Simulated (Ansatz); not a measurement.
Equation of state of Ag

Space group Fm-3m (No. 225). a = 4.086 Å, b = 4.086 Å, c = 4.086 Å, α = 90.00°, β = 90.00°, γ = 90.00°
```json
{"atom": "Ag", "site": "4a", "symmetry": "m-3m", "x": "0.0000", "y": "0.0000", "z": "0.0000"}
```

The runs use the primitive cell with vectors (0.000, 2.043, 2.043), (2.043, 0.000, 2.043), (2.043, 2.043, 0.000) Å, to which the k mesh refers.

Symmetry: Fm-3m, No. 225, cubic system. The conventional cell has a = 4.086 Å, b = 4.086 Å, c = 4.086 Å, α = 90.00°, β = 90.00°, γ = 90.00°. Ag (site symmetry m-3m) is surrounded by 12 Ag at 2.89 Å.

The cell is COD entry 9008459, as deposited and not checked against the literature; nothing was relaxed.

Levels of theory: DFT, PBE, all-electron LAPW, scalar-relativistic (Ansatz 0.2.0); DFT, PBE, PAW with Ansatz's default frozen-core files, scalar-relativistic (Ansatz 0.2.0).

For LAPW: a Γ-centred 15×15×15 k mesh, Fermi–Dirac smearing of 0.05 eV, basis error target 1 meV/atom, no spin polarisation. PAW takes a cutoff of 420 eV at this cell. The Ansatz runs share mesh, smearing and spin set-up. Plane-wave (PAW) pressures include the program's estimate of the Pulay term.

The cell above is scaled evenly, with fractional coordinates and shape held.

```tsv
V/V(cell)	V (Å³/atom)	P, LAPW (GPa)	P, PAW (GPa)
0.9400	16.033	13.08	13.12
0.9405	16.042	13.00	13.03
0.9600	16.375	9.86	9.89
0.9700	16.545	8.40	8.43
0.9800	16.716	7.03	7.06
0.9900	16.886	5.75	5.77
1.0000	17.057	4.54	4.56
1.0100	17.227	3.41	3.43
1.0200	17.398	?	?
1.0300	17.569	1.37	1.38
1.0400	17.739	0.44	0.45
1.0600	18.080	-1.23	-1.22
```

Task: Fill in the row V/V(cell) = 1.0200.

Result: P, LAPW (GPa) = 2.36, P, PAW (GPa) = 2.37.

Task: What do Birch–Murnaghan fits to the pressures give?

Result: LAPW: V0 = 17.83 Å³/atom, B0 = 91 GPa, B0′ = 5.9; PAW: V0 = 17.83 Å³/atom, B0 = 91 GPa, B0′ = 5.9.

PAW's V0 lies 0.01 % from the all-electron value and its B0 0.1 %. Symmetry fixes shape and coordinates here, so this is the relaxed modulus.
